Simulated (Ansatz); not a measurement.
## NiAl: changing the fixed moment of the cell

Symmetry: Cmmm, No. 65, orthorhombic system. The conventional cell has a = 3.877 Å, b = 3.906 Å, c = 3.099 Å, α = 90.00°, β = 90.00°, γ = 90.00°. Around Ni (site symmetry mmm) lie 8 Al at 2.48 to 2.49 Å and 4 Ni at 2.75 Å. Around Al (site symmetry mmm) lie 8 Ni at 2.48 to 2.49 Å and 4 Al at 2.75 Å.

The cell comes from a database or a generator and needn't be the stable form of this composition.

Kept alike: task single point; functional PBEsol; k mesh 8 × 8 × 7; occupations fermi-dirac, width 0.05 eV. Program: Ansatz, Ansatz PAW, cutoff 420 eV. The mesh is that of the run's cell of 2 atoms. No spin-orbit coupling.

| fixed moment of cell, M (μB) | pressure (GPa) | largest site moment (μB) | free energy over the lowest row (meV/atom) |
| --- | --- | --- | --- |
| 0 | 0.43 | 0.00 | 0.00 |
| 0.2 | 0.57 | 0.16 | 4.45 |
| 0.5 | 1.21 | 0.38 | 40.93 |
| 0.8 | 2.79 | 0.58 | 148.72 |
| 1 | 4.44 | 0.70 | 260.10 |
| 1.2 | 6.73 | 0.83 | 392.11 |
| 1.5 | 11.31 | 1.01 | 635.26 |
| 2 | 19.23 | 1.30 | 1125.24 |

Pressure is positive in compression, with a Pulay correction for the finite cutoff. For a metal such a mesh leaves the last digits unconverged. The runs hold the magnetic state that their start led to, which needn't be the lowest. Site moments count inside each atom's sphere or projector. All rows use potentials made for PBE.

The pressure rises from 0.43 to 19.23 GPa between 0 and 2 μB. The largest site moment rises from 0.00 to 1.30 μB between 0 and 2 μB. The free energy rises from 0.00 to 1125.24 meV/atom between 0 and 2 μB.
